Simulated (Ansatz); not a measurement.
# Zr3N4: gradients and densities at the nuclei, part 2 of 3

What field gradients would nuclear probes meet in Zr3N4? The gradients are computed first, then checked by further runs. The cell is a computed entry of the Materials Project. Planned: a single point, then r2SCAN, then a check of width with method with chi_scale.

Ansatz 0.2.0; DFT, PBE, plane-wave PAW, default files, scalar-relativistic, as far as a step names no other.

## 3. Functional r2SCAN

input.yaml

```yaml
crystal:
  lattice:
    - [-3.3875855465, 3.3875855465, 3.3875855465]
    - [3.3875855465, -3.3875855465, 3.3875855465]
    - [3.3875855465, 3.3875855465, -3.3875855465]
  atoms:
    - { symbol: Zr, position: [0.875, 0.125, 0.75] }
    - { symbol: Zr, position: [0.375, 0.25, 0.625] }
    - { symbol: Zr, position: [0.125, 0.75, 0.875] }
    - { symbol: Zr, position: [0.75, 0.875, 0.125] }
    - { symbol: Zr, position: [0.25, 0.625, 0.375] }
    - { symbol: Zr, position: [0.625, 0.375, 0.25] }
    - { symbol: "N", position: [0.63032569, 0.63032569, 0.63032569] }
    - { symbol: "N", position: [0.5, 0.0, 0.36967431] }
    - { symbol: "N", position: [0.0, 0.36967431, 0.5] }
    - { symbol: "N", position: [0.36967431, 0.5, 0.0] }
    - { symbol: "N", position: [0.0, 0.86967431, 0.5] }
    - { symbol: "N", position: [0.86967431, 0.5, 0.0] }
    - { symbol: "N", position: [0.13032569, 0.13032569, 0.13032569] }
    - { symbol: "N", position: [0.5, 0.0, 0.86967431] }
kpoints:
  mp_grid: { grid: [6, 6, 6] }
scf:
  occupations: { method: fermi_dirac, width: 0.02 }
hamiltonian:
  xc: r2scan
  pseudopotentials: { kind: paw }
output:
  forces: true
  stress: true
  populations: true
  efg:
    quadrupole_moments_barn: { Zr: -0.176, "N": 0.02044 }
    contact_densities: true
```

Run with:

```bash
$ ansatz run input.yaml --threads 1 --pin off --max-ram 2560MiB --backend cpu --events-out ev --progress --plain --runs-dir out
```

The program printed:

```text
Warning: RAYON_NUM_THREADS=1 ignored (pool sized by the plan → 1); use --threads N
Zr: output.efg is read without spin–orbit coupling, which moves field gradients at and beside such atoms by some per cent and up to a factor of two; PAW files take it under magnetization.noncollinear and magnetization.spin_orbit
Engine: ansatz 0.2.0, aarch64-unknown-linux-gnu
Pseudopotentials: kind: paw
Pseudopotential: Zr, paw, valence charge 12, recommended cutoff 500 eV (meta_gga), Zr.paw.azcp
Pseudopotential: N, paw, valence charge 5, recommended cutoff 500 eV (meta_gga), N.paw.azcp
Functional definition: r2SCAN
  parameter k0 = 0.174
  parameter k1 = 0.065
  parameter a1 = 4.9479
  exchange = r2scan_x(k0 = k0, k1 = k1, a1 = a1)
  correlation = r2scan_c
Crystal: 14 atoms, lattice volume = 155.500 Å³
Basis set: ecut = 500 eV, 3997 PW (Γ), exchange–correlation on 180×180×180 points (64 copies of the dense FFT grid, shifted against one another)
Bands: 70, of which v1, the nominal top of the filled ones, is band 56 counted from 1 (55 counted from 0)
Symmetry: 24 space group operations
Space group: I-43d (ITA 220), of the structure as read, at distance tolerance 5.4e-5 Å
k-points: 16 of 216 (time reversal used)
Non-local potential: Zr, projectors of the file, l = 0: 3, l = 1: 2, l = 2: 2, l = 3: 2
Non-local potential: N, projectors of the file, l = 0: 2, l = 1: 2, l = 2: 1
PAW form: soft (Blöchl's): semilocal exchange-correlation on the pseudo side does not see the compensation charge
PAW frozen core: Zr, regenerated for the run's functional (the file was generated under x = pbe(κ = 0.804, μ = 0.2195149727645171), c = pbe(β = 0.06672455060314922))
PAW frozen core: N, regenerated for the run's functional (the file was generated under x = pbe(κ = 0.804, μ = 0.2195149727645171), c = pbe(β = 0.06672455060314922))
PAW one-centre angular grid: Zr, 590 points (default); XC on 160 Gauss nodes
PAW one-centre angular grid: N, 302 points (default); XC on 160 Gauss nodes
Initial density: superposition of atomic densities (neutral atoms: chi_scale 0, normalization atom), corrected by the library's trained network
Initial wavefunctions: pseudopotential atomic-orbital guess
Functional: x = r2scan, c = r2scan; τ floored in thin density (d = 2e-4 eV/Å³)
SCF iter   1: F=—  HF=-28272.726539 eV  |F-HF|=—  |Δ(HF+E_count)|=         —  Δρ=1.66e-2  dr2=5.75e-1  dr2_τ=9.85e-1  ethr=1.77e-3  ⟨swp⟩=5.1  Hψ=4170  notcnv=0  defer=13
preconditioner: auto → Resta (q_TF=auto, 2.583 Å⁻¹)  ε∞=3.9  [insulator: Δε(μ)=1.178 eV  Ē_g=17.579 eV  σ=0.020 eV  W_gap=1.00  n_scr=42 (ndim 8)  ℏωp=29.8 eV  f_vac=0.000  D(μ)=0.00/eV (n_scr^D=0)  ε∞_Penn≈3.9]
SCF iter   2: F=—  HF=-28273.144575 eV  |F-HF|=—  |Δ(HF+E_count)|=   4.18e-1  Δρ=7.38e-3  dr2=3.63e-2  dr2_τ=1.96e-2  ethr=5.13e-4  ⟨swp⟩=2.0  Hψ=1897  notcnv=0  defer=134
SCF iter   3: F=—  HF=-28273.148542 eV  |F-HF|=—  |Δ(HF+E_count)|=   3.97e-3  Δρ=3.40e-3  dr2=7.78e-3  dr2_τ=8.56e-4  ethr=3.24e-5  ⟨swp⟩=3.0  Hψ=1958  notcnv=0  defer=134
SCF iter   4: F=—  HF=-28273.150209 eV  |F-HF|=—  |Δ(HF+E_count)|=   1.67e-3  Δρ=4.14e-4  dr2=1.29e-4  dr2_τ=3.23e-5  ethr=6.95e-6  ⟨swp⟩=3.0  Hψ=1972  notcnv=0  defer=134
SCF iter   5: F=—  HF=-28273.150315 eV  |F-HF|=—  |Δ(HF+E_count)|=   1.05e-4  Δρ=9.95e-5  dr2=1.60e-5  dr2_τ=1.08e-6  ethr=1.15e-7  ⟨swp⟩=2.0  Hψ=1418  notcnv=0  defer=134
SCF iter   6: F=—  HF=-28273.150520 eV  |F-HF|=—  |Δ(HF+E_count)|=   2.05e-4  Δρ=3.16e-5  dr2=1.99e-6  dr2_τ=1.53e-7  ethr=1.43e-8  ⟨swp⟩=2.0  Hψ=1498  notcnv=0  defer=134
SCF iter   7: F=-28273.150520 eV  HF=-28273.150520 eV  |F-HF|=4.37e-8  |Δ(HF+E_count)|=   2.99e-7  Δρ=6.32e-6  dr2=7.16e-8  dr2_τ=1.91e-9  ethr=8.93e-11  ⟨swp⟩=9.3  Hψ=5361  notcnv=0
SCF 1 converged in 7 iterations: F = -28273.150520 eV  dr2 = 7.16e-8
SCF converged after 7 iterations
Free energy (F): -28273.150520 eV
Harris-Foulkes:  -28273.150520 eV  (|F-HF|=4.37e-8)
Internal energy: -28273.150520 eV  (E = F + TS)
E sigma→0 (E₀):  -28273.150520 eV
Fermi energy:    16.393722 eV
--- Per-component energies (eV) ---
  E_band       = -200.187329
  E_kinetic    = 3062.581096
  E_local      = -3888.171715  (includes V_loc(G=0)·N_el)
  E_nonlocal   = 816.557181
  E_hartree    = 1144.953401
  E_xc         = -1428.641845
  E_vxc        = -1964.163538  (∫ρ·V_xc dr)
  E_paw        = -18847.425738  (= ΣΔE_a)
  E_vpaw       = -629.436338  (= ΣTr[D̂ρ^β])
  E_aug_tail   = 0.000170  (compensation charges beyond the density's cutoff)
  E_vtau       = 112.536318  (kinetic-family band-sum trace: ∫τ·v_τ [+ j·A + Jᵃ·Aᵃ] dr)
  E_ewald      = -9131.778102
  E_core_change = -1.224967  (= ΣΔE_core)
  E_smearing   = -0.000000  (= −TS)
  E_closure    = 0.000000  (closes the sum)
  Σ components = -28273.150520   (vs F -28273.150520, Δ=0.00e0)
--- Forces (eV/Å), atoms counted from 1 ---
  atom   1  Zr    -0.00000000     0.00000000    -0.00000000
  atom   2  Zr     0.00000000     0.00000000    -0.00000000
  atom   3  Zr     0.00000000    -0.00000000    -0.00000000
  atom   4  Zr     0.00000000    -0.00000000     0.00000000
  atom   5  Zr     0.00000000     0.00000000     0.00000000
  atom   6  Zr     0.00000000    -0.00000000     0.00000000
  atom   7  N     -0.01043906    -0.01043906    -0.01043906
  atom   8  N      0.01043906     0.01043906    -0.01043906
  atom   9  N      0.01043906    -0.01043906     0.01043906
  atom  10  N     -0.01043906     0.01043906     0.01043906
  atom  11  N      0.01043906    -0.01043906     0.01043906
  atom  12  N     -0.01043906     0.01043906     0.01043906
  atom  13  N     -0.01043906    -0.01043906    -0.01043906
  atom  14  N      0.01043906     0.01043906    -0.01043906
  max |Σ_I F_I| component: 8.50e-17 eV/Å
--- Stress (GPa, compression-positive) ---
       -0.117267      -0.000000       0.000000
       -0.000000      -0.117267       0.000000
        0.000000       0.000000      -0.117267
  P = ⅓ Tr σ = -0.1173 GPa (-1.173 kbar)
--- PAW observables at the nuclei: V_zz in 10²¹ V/m², potentials from the cell's mean, atoms counted from 1 ---
  atom   1  Zr V_zz =   +12.523115   η = 0.0000   by run symmetry: allowed   C_q = -53.2941 MHz
            electrostatic potential = -5929.610015 V   contact ρ = 490162.598546 e/Å³
  atom   2  Zr V_zz =   +12.523115   η = 0.0000   by run symmetry: allowed   C_q = -53.2941 MHz
            electrostatic potential = -5929.610015 V   contact ρ = 490162.598546 e/Å³
  atom   3  Zr V_zz =   +12.523115   η = 0.0000   by run symmetry: allowed   C_q = -53.2941 MHz
            electrostatic potential = -5929.610015 V   contact ρ = 490162.598546 e/Å³
  atom   4  Zr V_zz =   +12.523115   η = 0.0000   by run symmetry: allowed   C_q = -53.2941 MHz
            electrostatic potential = -5929.610015 V   contact ρ = 490162.598546 e/Å³
  atom   5  Zr V_zz =   +12.523115   η = 0.0000   by run symmetry: allowed   C_q = -53.2941 MHz
            electrostatic potential = -5929.610015 V   contact ρ = 490162.598546 e/Å³
  atom   6  Zr V_zz =   +12.523115   η = 0.0000   by run symmetry: allowed   C_q = -53.2941 MHz
            electrostatic potential = -5929.610015 V   contact ρ = 490162.598546 e/Å³
  atom   7  N  V_zz =    +0.794639   η = 0.0000   by run symmetry: allowed   C_q = +0.3927 MHz
            electrostatic potential = -524.025157 V   contact ρ = 1411.810463 e/Å³
  atom   8  N  V_zz =    +0.794639   η = 0.0000   by run symmetry: allowed   C_q = +0.3927 MHz
            electrostatic potential = -524.025157 V   contact ρ = 1411.810463 e/Å³
  atom   9  N  V_zz =    +0.794639   η = 0.0000   by run symmetry: allowed   C_q = +0.3927 MHz
            electrostatic potential = -524.025157 V   contact ρ = 1411.810463 e/Å³
  atom  10  N  V_zz =    +0.794639   η = 0.0000   by run symmetry: allowed   C_q = +0.3927 MHz
            electrostatic potential = -524.025157 V   contact ρ = 1411.810463 e/Å³
  atom  11  N  V_zz =    +0.794639   η = 0.0000   by run symmetry: allowed   C_q = +0.3927 MHz
            electrostatic potential = -524.025157 V   contact ρ = 1411.810463 e/Å³
  atom  12  N  V_zz =    +0.794639   η = 0.0000   by run symmetry: allowed   C_q = +0.3927 MHz
            electrostatic potential = -524.025157 V   contact ρ = 1411.810463 e/Å³
  atom  13  N  V_zz =    +0.794639   η = 0.0000   by run symmetry: allowed   C_q = +0.3927 MHz
            electrostatic potential = -524.025157 V   contact ρ = 1411.810463 e/Å³
  atom  14  N  V_zz =    +0.794639   η = 0.0000   by run symmetry: allowed   C_q = +0.3927 MHz
            electrostatic potential = -524.025157 V   contact ρ = 1411.810463 e/Å³
--- Band table (eV; the first three rows and the last of 16) ---
  k-point 0: bands = ["-34.4729", "-34.3358", "-34.3358", "-34.3358", "-34.2901", "-34.2901", "-12.2910", "-12.2910", "-12.2910", "-12.1918", "-12.1918", "-12.1918", "-12.0978", "-11.6831", "-11.6831", "-11.6831", "-11.6381", "-11.6381", "-11.4148", "-11.4148", "-11.4148", "-11.3982", "-11.3982", "-11.3982", "-0.1797", "0.7753", "2.2694", "2.2694", "2.2694", "2.3183", "2.3183", "2.3183", "10.1097", "10.1097", "10.1302", "10.1302", "10.1302", "11.0101", "11.0101", "11.3693", "12.3833", "12.3833", "12.3833", "13.1795", "13.3155", "13.3155", "13.3155", "14.1326", "14.1326", "14.1326", "14.5544", "14.5544", "14.5544", "15.8865", "15.8865", "15.8865", "16.8928", "16.8928", "17.5765", "17.5765", "17.5765", "19.5276", "19.5276", "19.5276", "20.5986", "20.5986", "20.5986", "20.8864", "20.8864", "20.8864"]
  k-point 1: bands = ["-34.4626", "-34.3416", "-34.3373", "-34.3369", "-34.2926", "-34.2899", "-12.3301", "-12.3201", "-12.2604", "-12.2279", "-12.1061", "-12.1055", "-12.0340", "-11.7953", "-11.7318", "-11.6806", "-11.5861", "-11.5423", "-11.5009", "-11.4497", "-11.4483", "-11.4156", "-11.4001", "-11.3895", "0.0067", "0.8589", "2.1291", "2.1491", "2.1995", "2.2364", "2.3081", "2.3209", "9.8231", "10.0313", "10.3650", "10.5228", "10.6436", "11.1237", "11.1731", "11.3939", "12.2682", "12.3314", "12.4685", "13.0527", "13.2536", "13.2633", "13.2671", "13.9516", "13.9899", "14.0471", "14.2384", "14.2622", "14.5136", "15.3819", "15.6065", "15.7523", "17.2420", "17.3092", "17.8633", "17.8881", "17.9894", "19.2436", "19.3473", "19.4055", "20.4458", "20.4759", "20.5973", "20.8750", "20.9322", "21.1783"]
  k-point 2: bands = ["-34.4348", "-34.3629", "-34.3399", "-34.3392", "-34.2944", "-34.2904", "-12.3441", "-12.3374", "-12.2019", "-12.1766", "-12.0891", "-11.9850", "-11.9025", "-11.8563", "-11.7603", "-11.7182", "-11.6668", "-11.5373", "-11.5252", "-11.5125", "-11.5071", "-11.4297", "-11.4064", "-11.3943", "0.5004", "1.0890", "1.7736", "1.8535", "2.0632", "2.0668", "2.2684", "2.2936", "9.9605", "10.2888", "10.8010", "10.8926", "10.9667", "11.4950", "11.6105", "11.6466", "12.0261", "12.0857", "12.3765", "12.9270", "13.0618", "13.1548", "13.2340", "13.4879", "13.7433", "13.7450", "13.8278", "13.9170", "14.5500", "14.6544", "14.9480", "15.3850", "17.9198", "18.0252", "18.2422", "18.4828", "18.6651", "19.0587", "19.4212", "19.8228", "20.2110", "20.4548", "20.5187", "20.7649", "20.9149", "21.0204"]
  k-point 15: bands = ["-34.3438", "-34.3438", "-34.3438", "-34.3438", "-34.3438", "-34.3438", "-12.0994", "-12.0994", "-12.0994", "-12.0994", "-12.0994", "-12.0994", "-12.0073", "-12.0073", "-11.5857", "-11.5857", "-11.5857", "-11.5857", "-11.5752", "-11.5752", "-11.5752", "-11.5752", "-11.5752", "-11.5752", "1.4776", "1.4776", "1.4776", "1.4776", "1.4776", "1.4776", "2.6212", "2.6212", "10.7609", "10.7609", "10.7609", "10.7609", "10.7609", "10.7609", "11.5728", "11.5728", "11.5728", "11.5728", "11.5728", "11.5728", "13.3716", "13.3716", "13.3716", "13.3716", "13.3716", "13.3716", "14.1911", "14.1911", "15.3223", "15.3223", "15.3223", "15.3223", "19.4949", "19.4949", "19.4949", "19.4949", "19.4949", "19.4949", "19.8457", "19.8457", "20.3365", "20.3365", "20.3365", "20.3365", "20.6079", "20.6079"]
--- Löwdin populations: 14 sites ---
  site symbol       q [e]
     0     Zr     10.8926
     1     Zr     10.8926
     2     Zr     10.8926
     3     Zr     10.8926
     4     Zr     10.8926
     5     Zr     10.8926
     6      N      5.7731
     7      N      5.7731
     8      N      5.7731
     9      N      5.7731
    10      N      5.7731
    11      N      5.7731
    12      N      5.7731
    13      N      5.7731
  spilling = 0.004104 (of n_electrons = 112.000000)
```

Run time: 49 s. Hardware: 1 thread of Arm Neoverse V1, shared host; peak memory 0.77 GiB.

At the end: gap on the mesh 1.01 eV, largest force 0.018 eV/Å, pressure -0.1 GPa.

Beside the values of step 2 (V_zz in 10²¹ V/m²):

| site | atoms | V_zz, PBE | V_zz, r2SCAN | η, PBE | η, r2SCAN |
| --- | --- | --- | --- | --- | --- |
| Zr | 1, 2, 3, … | 12.34 | 12.52 | 0.00 | 0.00 |
| N | 7, 8, 9, … | 0.77 | 0.79 | 0.00 | 0.00 |

The sizes of the gradients above 0.15 moved by 3 % at N (0.77 to 0.79). The cutoff follows the datasets, from 420 to 500 eV.

(Part 2 of 3 ends here.)
